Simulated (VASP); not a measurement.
# MoS2 (P-3m1) in VASP: settings compared, part 2 of 2

VASP 6.6.1. The steps go on from the part before.

### 3 Single point, HSE06

Contents of POSCAR:

```
MoS2
1.0
    3.2274645616      0.0000000000      0.0000000000
   -1.6137322808      2.7950663001      0.0000000000
    0.0000000000      0.0000000000      6.3124734200
Mo S
1 2
Direct
    0.0000000000      0.0000000000      0.5000000000
    0.6666666667      0.3333333333      0.7446806800
    0.3333333333      0.6666666667      0.2553193200
```

Contents of INCAR.step1:

```
SYSTEM = MoS2
  PREC = Accurate
  ENCUT = 300
  EDIFF = 1E-5
  ISMEAR = 0
  SIGMA = 0.01
  LREAL = .FALSE.
  LASPH = .TRUE.
  NELM = 100
  ALGO = Normal
  ISIF = 2
  LWAVE = .TRUE.
  LCHARG = .FALSE.
  NKRED = 1
  NBANDS = 21
  GGA = PE
```

Contents of INCAR.step2:

```
SYSTEM = MoS2
  PREC = Accurate
  ENCUT = 300
  EDIFF = 1E-6
  ISMEAR = 0
  SIGMA = 0.01
  LREAL = .FALSE.
  LASPH = .TRUE.
  NELM = 100
  ALGO = Normal
  ISIF = 2
  LWAVE = .FALSE.
  LCHARG = .FALSE.
  GGA = PE
  LHFCALC = .TRUE.
  HFSCREEN = 0.2
  PRECFOCK = Fast
  NKRED = 1
  NBANDS = 21
  ISTART = 1
```

Contents of KPOINTS:

```
Automatic mesh
0
G
  4 4 2
  0 0 0
```

Potentials or basis: VASP PAW PBE potentials, release 64 (Mo_sv, S).

Started as:

```
> cat potpaw_PBE.64/Mo_sv/POTCAR potpaw_PBE.64/S/POTCAR > POTCAR
> cp INCAR.step1 INCAR
> mpirun -np 1 vasp_std > vasp.out
> cp INCAR.step2 INCAR
> mpirun -np 1 vasp_std > vasp.out
```

OUTCAR:

```text
SYSTEM = MoS2
   PREC = Accurate
   ENCUT = 300
   EDIFF = 1E-6
   ISMEAR = 0
   LREAL = .FALSE.
   LASPH = .TRUE.
   NELM = 100
   ISIF = 2
   GGA = PE
   LHFCALC = .TRUE.
   HFSCREEN = 0.2
   PRECFOCK = Fast
   NKRED = 1
   ISTART = 1

 Found      8 irreducible k-points:

 Following reciprocal coordinates:
            Coordinates               Weight
  0.000000  0.000000  0.000000      1.000000
  0.250000  0.000000  0.000000      6.000000
  0.500000  0.000000  0.000000      3.000000
  0.250000  0.250000  0.000000      6.000000
  0.000000  0.000000  0.500000      1.000000
  0.250000  0.000000  0.500000      6.000000
   k-points           NKPTS =      8   k-points in BZ     NKDIM =     32   number of bands    NBANDS=     21
   number of dos      NEDOS =    301   number of ions     NIONS =      3
   total plane-waves  NPLWV =  11664
   dimension x,y,z NGX =    18 NGY =   18 NGZ =   36
   dimension x,y,z NGXF=    36 NGYF=   36 NGZF=   72
   ions per type =               1   2
   NGX,Y,Z   is equivalent  to a cutoff of   9.27,  9.27,  9.48 a.u.
   NGXF,Y,Z  is equivalent  to a cutoff of  18.54, 18.54, 18.96 a.u.
 SYSTEM =  MoS2
   PREC   = accura    normal or accurate (medium, high low for compatibility)
   ISTART =      1    job   : 0-new  1-cont  2-samecut
   ICHARG =      0    charge: 1-file 2-atom 10-const
   ISPIN  =      1    spin polarized calculation?
   LNONCOLLINEAR =      F non collinear calculations
   LSORBIT =      F    spin-orbit coupling
   LASPH  =      T    aspherical Exc in radial PAW
   ENCUT  =  300.0 eV  22.05 Ry    4.70 a.u.   4.56  4.56  8.91*2*pi/ulx,y,z
   NELM   =    100;   NELMIN=  2; NELMDL=  0     # of ELM steps
   EDIFF  = 0.1E-05   stopping-criterion for ELM
   LREAL  =      F    real-space projection
   EDIFFG = 0.1E-04   stopping-criterion for IOM
   NSW    =      0    number of steps for IOM
   IBRION =     -1    ionic relax: 0-MD 1-quasi-New 2-CG
   NFREE  =      0    steps in history (QN), initial steepest desc. (CG)
   ISIF   =      2    stress and relaxation
   ISYM   =      3    0-nonsym 1-usesym 2-fastsym
   POTIM  = 0.5000    time-step for ionic-motion
   TEBEG  =    0.0;   TEEND  =   0.0 temperature during run
   PSTRESS=    0.0 pullay stress
   NELECT =      26.0000    total number of electrons
   NUPDOWN=      -1.0000    fix difference up-down
   EMIN   =  10.00;   EMAX   =-10.00  energy-range for DOS
   EFERMI =   0.00;   METHOD = LEGACY
   ISMEAR =     0;   SIGMA  =   0.01  broadening in eV -4-tet -1-fermi 0-gaus
   EFERMI_NEDOS =   21; number of points for ismear=-14 and -15
   IALGO  =     38    algorithm
   IMIX   =      1    mixing-type and parameters
     AMIX     =   0.40;   BMIX     =  1.00
     AMIX_MAG =   1.60;   BMIX_MAG =  1.00
  volume/ion in A,a.u.               =      18.98       128.09
  Fermi-wavevector in a.u.,A,eV,Ry     =   1.260612  2.382212 21.621610  1.589144
  Thomas-Fermi vector in A             =   2.394113
   LORBIT       =      0    0 simple, 1 ext, 2 COOP (PROOUT), +10 PAW based schemes
   GGA     = PE    functional components
   LHFCALC =     T    Hartree Fock is set to
   PRECFOCK=fast      Normal, Fast or Accurate (Low or Medium for compatibility)
   ENCUT4O =  -1.0   cutoff for four orbital integrals eV
   NKREDX  =     1    reduce k-point grid by
   NKREDY  =     1    reduce k-point grid by
   NKREDZ  =     1    reduce k-point grid by
   AEXX    =    0.2500 exact exchange contribution
   HFSCREEN=    0.2000 screening length (either q_TF or 0.3 A-1)
   HFSCREENC=   0.2000 screening length for correlation (either q_TF or 0.3 A-1)
   ENCUTFOCK=  -1.0 apply spherical cutoff to Coloumb kernel
   IVDW    =     0    specifies the selected vdW correction
   LEPSILON=     F    determine dielectric tensor
   LRPA    =     F    only Hartree local field effects (RPA)
 non-spin polarized calculation
 Gauss-broadening in eV      SIGMA  =   0.01
  energy-cutoff  :      300.00
  volume of cell :       56.94
 maximum number of plane-waves:       702
  NGX = 12; NGY = 12; NGZ = 24

 number of electron      25.9999999 magnetization

 Free energy of the ion-electron system (eV)
  ---------------------------------------------------
  ext. energy  EPLUGINS =         0.00000000
  ---------------------------------------------------
  free energy    TOTEN  =       -25.04608133 eV

  energy without entropy =      -25.04511718  energy(sigma->0) =      -25.04559926

 E-fermi :   6.7332     XC(G=0):  -8.6098

 val. band max:        6.6965250166   @ k =   0.2500   0.2500   0.5000
 cond. band min:       6.7362855118   @ k =   0.2500   0.2500   0.0000
 fundamental gap:      0.0397604952
 Fermi energy:         6.7332398119

 k-point     1 :       0.0000    0.0000    0.0000
  band No.  band energies     occupation
      1     -59.3104      2.00000
      2     -31.8936      2.00000
      3     -31.8850      2.00000
      4     -31.8849      2.00000
      5      -9.8945      2.00000
      6      -8.2812      2.00000
[... 13 lines left out ...]
     20      17.2199      0.00000
     21      17.2199      0.00000

 k-point     2 :       0.2500    0.0000    0.0000
  band No.  band energies     occupation
      1     -59.2915      2.00000
      2     -32.0880      2.00000
      3     -31.9333      2.00000
      4     -31.8551      2.00000
      5      -8.9604      2.00000
      6      -8.0881      2.00000
[... 13 lines left out ...]
     20      15.8607      0.00000
     21      17.7100      0.00000

 k-point     3 :       0.5000    0.0000    0.0000
  band No.  band energies     occupation
      1     -59.2720      2.00000
      2     -32.2834      2.00000
      3     -31.9821      2.00000
      4     -31.8159      2.00000
      5      -8.1440      2.00000
      6      -7.4043      2.00000
[... 13 lines left out ...]
     20      15.9491      0.00000
     21      15.9830      0.00000

 k-point     4 :       0.2500    0.2500    0.0000
  band No.  band energies     occupation
      1     -59.2720      2.00000
      2     -32.2089      2.00000
      3     -32.0577      2.00000
      4     -31.8164      2.00000
      5      -7.8124      2.00000
      6      -7.7914      2.00000
[... 13 lines left out ...]
     20      16.5204      0.00000
     21      17.5048      0.00000

 k-point     5 :       0.0000    0.0000    0.5000
  band No.  band energies     occupation
      1     -59.3112      2.00000
      2     -31.8936      2.00000
      3     -31.8851      2.00000
      4     -31.8851      2.00000
      5      -9.6919      2.00000
      6      -8.6101      2.00000
[... 13 lines left out ...]
     20      16.5192      0.00000
     21      17.3457      0.00000

 k-point     6 :       0.2500    0.0000    0.5000
  band No.  band energies     occupation
      1     -59.2915      2.00000
      2     -32.0879      2.00000
      3     -31.9333      2.00000
      4     -31.8550      2.00000
      5      -8.7822      2.00000
      6      -8.3083      2.00000
[... 13 lines left out ...]
     20      16.0796      0.00000
     21      18.2324      0.00000

 [... further k-points ...]

------------------------ aborting loop because EDIFF is reached ----------------------------------------

  FORCE on cell =-STRESS in cart. coord.  units (eV):
  Direction    XX          YY          ZZ          XY          YZ          ZX
  --------------------------------------------------------------------------------------
  -------------------------------------------------------------------------------------
  Total       -0.8050959     -0.8050959     -1.5285886      0.0000000      0.0000000     -0.0000000
  in kB      -22.6519219    -22.6519219    -43.0078803      0.0000000      0.0000000     -0.0000000
  external PRESSURE =     -29.4372413 kB  Pullay stress =       0.0000000 kB

 VOLUME and BASIS-vectors are now :
 -----------------------------------------------------------------------------
  energy-cutoff  :      300.00
  volume of cell :       56.94
      direct lattice vectors                 reciprocal lattice vectors
     3.227464562  0.000000000  0.000000000     0.309840737  0.178886633  0.000000000
    -1.613732281  2.795066300  0.000000000     0.000000000  0.357773266  0.000000000
     0.000000000  0.000000000  6.312473420     0.000000000  0.000000000  0.158416509

 POSITION                                       TOTAL-FORCE (eV/Angst)
 -----------------------------------------------------------------------------------
      0.00000      0.00000      3.15624        -0.000000      0.000000      0.000000
      1.61373      0.93169      4.70078         0.000000      0.000000     -0.527037
     -0.00000      1.86338      1.61170        -0.000000     -0.000000      0.527037
 -----------------------------------------------------------------------------------
    total drift:                               -0.000000     -0.000000      0.000000

  FREE ENERGIE OF THE ION-ELECTRON SYSTEM (eV)
  ---------------------------------------------------
  free  energy   TOTEN  =       -25.0460813258 eV

  energy  without entropy=      -25.0451171847  energy(sigma->0) =      -25.04559926
```

Wall time 86 s (1 thread of AMD EPYC 9R45 (Zen 5), shared host); peak memory 0.2 GiB.

The run converged, but some of its settings lie outside the range that counts as converged, so its numbers aren't taken as properties of the crystal.

What came out:

```yaml
Free_energy: -25.0461 eV
Pressure: -2.9 GPa
Largest_force: 0.527 eV/Å
Band_gap_on_the_k_mesh: none (metal or under the smearing width)
```

Caveat: the k mesh is coarse (spacing up to 0.56 Å⁻¹), so the values aren't converged, least of all with exact exchange; the cutoff is under 1.25 times the usual one of these potentials, so pressure, stress and relaxed cells hold a basis-set (Pulay) error; the PAW data sets were made with another functional, which shifts forces and pressure a little; this functional lacks dispersion, which binds the layers, so the pressure and a relaxed spacing across them are unreliable.

### 4 For comparison

An earlier run on the cell as given: functional PBE; potentials or basis VASP PAW PBE potentials, release 64 (Mo_sv, S); cutoff 520 eV; k mesh 9 × 9 × 4; occupations fermi-dirac, width 0.05 eV; no spin polarisation.

* Pressure: 1.0 GPa
* Largest force: 0.276 eV/Å
* Band gap on the k mesh: none (metal or under the smearing width)
